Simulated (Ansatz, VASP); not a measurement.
# Two plane-wave programs on Be

INCAR

```
SYSTEM = Be
PREC = Accurate
ENCUT = 520
EDIFF = 1E-7
ISMEAR = -1
SIGMA = 0.1
LREAL = .FALSE.
LASPH = .TRUE.
NELM = 80
ALGO = Normal
ISIF = 2
LWAVE = .FALSE.
LCHARG = .FALSE.
GGA = CA
NBANDS = 9
```

Contents of KPOINTS:

```
regular mesh
0
G
  6 6 3
  0 0 0
```

POSCAR

```
Be
1.0
    2.2295160349      0.0000000000      0.0000000000
   -1.1147580175      1.9308175243      0.0000000000
    0.0000000000      0.0000000000      3.5083258361
Be
2
Direct
    0.3333333333      0.6666666667      0.2500000000
    0.6666666667      0.3333333333      0.7500000000
```

Input for Ansatz:

```yaml
crystal:
  lattice:
    - [2.2295160349, 0.0, 0.0]
    - [-1.1147580175, 1.9308175243, 0.0]
    - [0.0, 0.0, 3.5083258361]
  atoms:
    - { symbol: Be, position: [0.3333333333, 0.6666666667, 0.25] }
    - { symbol: Be, position: [0.6666666667, 0.3333333333, 0.75] }
hamiltonian:
  xc: lda
  pseudopotentials:
    kind: paw
    azcp:
      Be: "pseudopotentials/Be.paw.azcp"
basis:
  ecutwfc: 420
  fft_grid_basis: typed
kpoints:
  mp_grid: { grid: [6, 6, 3], shift: [0, 0, 0] }
magnetization:
  spin_polarized: false
scf:
  occupations: { method: fermi_dirac, width: 0.1 }
  lower_state_search: "off"
output:
  stress: true
```

Alike in both runs: task single point; functional LDA; k mesh 6 × 6 × 3; occupations fermi-dirac, width 0.1 eV; no spin polarisation.

|  | VASP | Ansatz |
| --- | --- | --- |
| version | VASP 6.6.1 | Ansatz 0.2.0 |
| potentials or method | VASP PAW LDA potentials, release 64 (Be) | plane waves (420 eV) with PAW, scalar-relativistic |
| plane-wave cutoff (eV) | 520 | 420 |
| valence electrons in the cell | 4 | 4 |

|  | VASP | Ansatz | Ansatz less VASP |
| --- | --- | --- | --- |
| pressure (GPa) | 1.0 | 0.6 | -0.45 |
| largest component of the traceless stress (GPa) | 9.66 | 9.67 | +0.011 |

Ansatz warned: «pseudo_functional_mismatch».

Caveats: the k mesh is coarse (spacing up to 0.60 Å⁻¹), so the values aren't converged.
